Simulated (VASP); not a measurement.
# GaN (P6_3mc) in VASP: further runs, part 2 of 2

VASP 6.6.1.

### Step 3. Relaxation of cell and atoms, PBE

This run uses another cell than the first one, of 11.76 Å³/atom, 1.040 times its volume.

INCAR

```
PREC = Accurate ; ENCUT = 520
EDIFF = 1E-7 ; ISMEAR = 0
SIGMA = 0.02 ; LREAL = False
LASPH = True ; NELM = 80
ALGO = Normal ; ISIF = 3
LWAVE = False ; LCHARG = False
GGA = PE ; IBRION = 2
NSW = 80 ; EDIFFG = -0.002
KPAR = 4
```

KPOINTS

```
regular mesh
0
Gamma
  6 6 2
```

POSCAR

```
GaN                                     
1.0
    3.2181263868      0.0000000000      0.0000000000
   -1.6090631934      2.7869791994     -0.0000000000
   -0.0000000000      0.0000000000      5.2444887297
  Ga              N             
     2     2
Direct
     0.3333333300000021    0.6666666699999979    0.9992007490749555
     0.6666666699999979    0.3333333300000021    0.4992007490749555
     0.3333333300000021    0.6666666699999979    0.3757992509250445
     0.6666666699999979    0.3333333300000021    0.8757992509250445
```

Potentials or basis: VASP PAW PBE potentials, release 64 (Ga_d, N).

Command:

```sh
$ cat potpaw_PBE.64/Ga_d/POTCAR potpaw_PBE.64/N/POTCAR > POTCAR
$ mpirun -np 4 vasp_std > vasp.out
```

OUTCAR:

```text
PREC = Accurate
   ENCUT = 520
   EDIFF = 1E-7
   ISMEAR = 0
   LREAL = False
   LASPH = True
   NELM = 80
   ISIF = 3
   GGA = PE
   IBRION = 2
   NSW = 80
   EDIFFG = -0.002

 ion  position               nearest neighbor table
   1  0.333  0.667  0.999-   4 1.97   4 1.97   4 1.97   3 1.98
   2  0.667  0.333  0.499-   3 1.97   3 1.97   3 1.97   4 1.98
   3  0.333  0.667  0.376-   2 1.97   2 1.97   2 1.97   1 1.98
   4  0.667  0.333  0.876-   1 1.97   1 1.97   1 1.97   2 1.98

  LATTYP: Found a hexagonal cell.
 ALAT       =     3.2181263868
 C/A-ratio  =     1.6296714608

  Lattice vectors:

 A1 = (   3.2181263868,   0.0000000000,   0.0000000000)
 A2 = (  -1.6090631934,   2.7869791994,   0.0000000000)
 A3 = (   0.0000000000,   0.0000000000,   5.2444887297)

Analysis of symmetry for initial positions (statically):
=====================================================================
 Subroutine PRICEL returns:
 Original cell was already a primitive cell.

 Routine SETGRP: Setting up the symmetry group for a
 hexagonal supercell.

 Subroutine GETGRP returns: Found 12 space group operations
 (whereof  6 operations were pure point group operations)
 out of a pool of 24 trial point group operations.

The static configuration has the point symmetry C_3v.
 The point group associated with its full space group is C_6v.

Analysis of symmetry for dynamics (positions and initial velocities):
=====================================================================
 Subroutine PRICEL returns:
 Original cell was already a primitive cell.

 Routine SETGRP: Setting up the symmetry group for a
 hexagonal supercell.

 Subroutine GETGRP returns: Found 12 space group operations
 (whereof  6 operations were pure point group operations)
 out of a pool of 24 trial point group operations.

The dynamic configuration has the point symmetry C_3v.
 The point group associated with its full space group is C_6v.

 Subroutine INISYM returns: Found 12 space group operations
 (whereof  6 operations are pure point group operations),
 and found     1 'primitive' translations

----------------------------------------------------------------------------------------

                                     Primitive cell

  volume of cell :      47.0370

  direct lattice vectors                    reciprocal lattice vectors
     3.218126387  0.000000000  0.000000000     0.310739816  0.179405716  0.000000000
    -1.609063193  2.786979199  0.000000000     0.000000000  0.358811433  0.000000000
     0.000000000  0.000000000  5.244488730     0.000000000  0.000000000  0.190676356

  length of vectors
     3.218126387  3.218126383  5.244488730     0.358811432  0.358811433  0.190676356

  position of ions in fractional coordinates (direct lattice)
     0.333333330  0.666666670  0.999200749
     0.666666670  0.333333330  0.499200749
     0.333333330  0.666666670  0.375799251
     0.666666670  0.333333330  0.875799251

  ion indices of the primitive-cell ions
   primitive index   ion index
                 1           1
                 2           2
                 3           3
                 4           4

----------------------------------------------------------------------------------------

 KPOINTS: regular mesh

Automatic generation of k-mesh.
 Grid dimensions read from file:
 generate k-points for:    6    6    2

 Generating k-lattice:

  Cartesian coordinates                     Fractional coordinates (reciprocal lattice)
     0.051789969  0.029900953  0.000000000     0.166666667 -0.000000000  0.000000000
     0.000000000  0.059801905  0.000000000     0.000000000  0.166666667  0.000000000
     0.000000000  0.000000000  0.095338178     0.000000000  0.000000000  0.500000000

  Length of vectors
     0.059801905  0.059801905  0.095338178

  Shift w.r.t. Gamma in fractional coordinates (k-lattice)
     0.000000000  0.000000000  0.000000000

 Subroutine IBZKPT returns following result:
 ===========================================

 Found     14 irreducible k-points:

 Following reciprocal coordinates:
            Coordinates               Weight
  0.000000  0.000000  0.000000      1.000000
  0.166667 -0.000000  0.000000      6.000000
  0.333333 -0.000000  0.000000      6.000000
  0.500000 -0.000000  0.000000      3.000000
  0.166667  0.166667  0.000000      6.000000
  0.333333  0.166667  0.000000     12.000000
  0.333333  0.333333  0.000000      2.000000
  0.000000  0.000000  0.500000      1.000000
  0.166667 -0.000000  0.500000      6.000000
  0.333333 -0.000000  0.500000      6.000000
  0.500000 -0.000000  0.500000      3.000000
  0.166667  0.166667  0.500000      6.000000
  0.333333  0.166667  0.500000     12.000000
  0.333333  0.333333  0.500000      2.000000
   k-points           NKPTS =     14   k-points in BZ     NKDIM =     14   number of bands    NBANDS=     22
   number of dos      NEDOS =    301   number of ions     NIONS =      4
   total plane-waves  NPLWV =  23040
   dimension x,y,z NGX =    24 NGY =   24 NGZ =   40
   dimension x,y,z NGXF=    48 NGYF=   48 NGZF=   80
   ions per type =               2   2
   NGX,Y,Z   is equivalent  to a cutoff of  12.40, 12.40, 12.68 a.u.
   NGXF,Y,Z  is equivalent  to a cutoff of  24.80, 24.80, 25.36 a.u.
 SYSTEM =  unknown system
   PREC   = accura    normal or accurate (medium, high low for compatibility)
   ISTART =      0    job   : 0-new  1-cont  2-samecut
   ICHARG =      2    charge: 1-file 2-atom 10-const
   ISPIN  =      1    spin polarized calculation?
   LNONCOLLINEAR =      F non collinear calculations
   LSORBIT =      F    spin-orbit coupling
   LASPH  =      T    aspherical Exc in radial PAW
   ENCUT  =  520.0 eV  38.22 Ry    6.18 a.u.   5.98  5.98  9.75*2*pi/ulx,y,z
   NELM   =     80;   NELMIN=  2; NELMDL= -5     # of ELM steps
   EDIFF  = 0.1E-06   stopping-criterion for ELM
   LREAL  =      F    real-space projection
   EDIFFG = -.2E-02   stopping-criterion for IOM
   NSW    =     80    number of steps for IOM
   IBRION =      2    ionic relax: 0-MD 1-quasi-New 2-CG
   NFREE  =      1    steps in history (QN), initial steepest desc. (CG)
   ISIF   =      3    stress and relaxation
   ISYM   =      2    0-nonsym 1-usesym 2-fastsym
   POTIM  = 0.5000    time-step for ionic-motion
   TEBEG  =    0.0;   TEEND  =   0.0 temperature during run
   PSTRESS=    0.0 pullay stress
   NELECT =      36.0000    total number of electrons
   NUPDOWN=      -1.0000    fix difference up-down
   EMIN   =  10.00;   EMAX   =-10.00  energy-range for DOS
   EFERMI =   0.00;   METHOD = LEGACY
   ISMEAR =     0;   SIGMA  =   0.02  broadening in eV -4-tet -1-fermi 0-gaus
   EFERMI_NEDOS =   21; number of points for ismear=-14 and -15
   IALGO  =     38    algorithm
   IMIX   =      4    mixing-type and parameters
     AMIX     =   0.40;   BMIX     =  1.00
     AMIX_MAG =   1.60;   BMIX_MAG =  1.00
  volume/ion in A,a.u.               =      11.76        79.36
  Fermi-wavevector in a.u.,A,eV,Ry     =   1.497485  2.829835 30.510519  2.242460
  Thomas-Fermi vector in A             =   2.609366
   LORBIT       =      0    0 simple, 1 ext, 2 COOP (PROOUT), +10 PAW based schemes
   GGA     = PE    functional components
   LHFCALC =     F    Hartree Fock is set to
   AEXX    =    0.0000 exact exchange contribution
   IVDW    =     0    specifies the selected vdW correction
   LEPSILON=     F    determine dielectric tensor
   LRPA    =     F    only Hartree local field effects (RPA)
 conjugate gradient relaxation of ions
 non-spin polarized calculation
 Gauss-broadening in eV      SIGMA  =   0.02
  energy-cutoff  :      520.00
  volume of cell :       47.04
 maximum number of plane-waves:      1290
 NGX is ok and might be reduce to    24
   NGX = 11   NGY = 11   NGZ = 19

--------------------------------------- Ionic step        1  -------------------------------------------

 number of electron      35.9999956 magnetization

 Free energy of the ion-electron system (eV)
  ---------------------------------------------------
  ext. energy  EPLUGINS =         0.00000000
  ---------------------------------------------------
  free energy    TOTEN  =       -24.32222231 eV

  energy without entropy =      -24.32222231  energy(sigma->0) =      -24.32222231

------------------------ aborting loop because EDIFF is reached ----------------------------------------

  FORCE on cell =-STRESS in cart. coord.  units (eV):
  Direction    XX          YY          ZZ          XY          YZ          ZX
  --------------------------------------------------------------------------------------
  -------------------------------------------------------------------------------------
  Total        0.0082619      0.0082619      0.0057460      0.0000000      0.0000000      0.0000000
  in kB        0.2814178      0.2814178      0.1957194      0.0000000      0.0000000      0.0000000
  external PRESSURE =       0.2528517 kB  Pullay stress =       0.0000000 kB
[... 175 lines left out ...]
  energy  without entropy=      -24.3222219954  energy(sigma->0) =      -24.32222200

--------------------------------------- Ionic step        6  -------------------------------------------

 number of electron      35.9999956 magnetization

 Free energy of the ion-electron system (eV)
  ---------------------------------------------------
  ext. energy  EPLUGINS =         0.00000000
  ---------------------------------------------------
  free energy    TOTEN  =       -24.32222189 eV

  energy without entropy =      -24.32222189  energy(sigma->0) =      -24.32222189

 E-fermi :   5.1095     XC(G=0): -11.5131

 val. band max:        5.0084769755   @ k =   0.0000   0.0000   0.0000
 cond. band min:       6.7209693044   @ k =   0.0000   0.0000   0.0000
 fundamental gap:      1.7124923290
 Fermi energy:         5.1094995454

 k-point     1 :       0.0000    0.0000    0.0000
  band No.  band energies     occupation
      1     -10.7257      2.00000
      2      -9.9037      2.00000
      3      -8.4147      2.00000
      4      -8.4002      2.00000
      5      -8.4002      2.00000
      6      -8.3445      2.00000
[... 370 lines left out ...]
  FREE ENERGIE OF THE ION-ELECTRON SYSTEM (eV)
  ---------------------------------------------------
  free  energy   TOTEN  =       -24.3222218909 eV

  energy  without entropy=      -24.3222218909  energy(sigma->0) =      -24.32222189

 reached required accuracy - stopping structural energy minimisation
```

It took 19 s on 4 MPI ranks of Intel Xeon Platinum 8259CL at 2.50GHz (Skylake/Cascade Lake), shared host; peak memory 0.16 GiB.

What came out:

| Property | Result |
| --- | --- |
| Free energy | -24.3222 eV |
| Relaxed volume | 11.76 Å³/atom |
| Relaxed cell | a = 3.218 Å, b = 3.218 Å, c = 5.245 Å, α = 90.00°, β = 90.00°, γ = 120.00° |
| Space group after relaxing (to 0.05 Å) | P6_3mc (No. 186) |
| Energy gained by relaxing | 0.0 meV/atom |
| Ionic steps | 6 |
| Pressure after relaxing | 0.0 GPa |
| Band gap on the k mesh | 1.71 eV, direct |

Final structure:
```yaml
crystal:
  lattice:
    - [3.21831, 0.00000, 0.00000]
    - [-1.60916, 2.78714, 0.00000]
    - [0.00000, 0.00000, 5.24470]
  atoms:
    - { symbol: Ga, position: [0.33333, 0.66667, 0.99920] }
    - { symbol: Ga, position: [0.66667, 0.33333, 0.49920] }
    - { symbol: N, position: [0.33333, 0.66667, 0.37580] }
    - { symbol: N, position: [0.66667, 0.33333, 0.87580] }
```

Levels at points of the mesh, in eV from the valence-band top:
```
           k point  band 16  band 17  band 18  band 19  band 20  band 21
(0.00, 0.00, 0.00)    -0.04     0.00     0.00     1.71     4.07     9.02
(0.50, 0.00, 0.00)    -2.64    -2.12    -0.96     4.98     5.37     5.97
(0.00, 0.00, 0.50)    -0.51    -0.51    -0.51     4.06     4.06     8.31
(0.50, 0.00, 0.50)    -1.87    -1.83    -1.83     4.31     4.31     7.57
```

Caveat: the k mesh is coarse (spacing up to 0.60 Å⁻¹), so the values aren't converged.
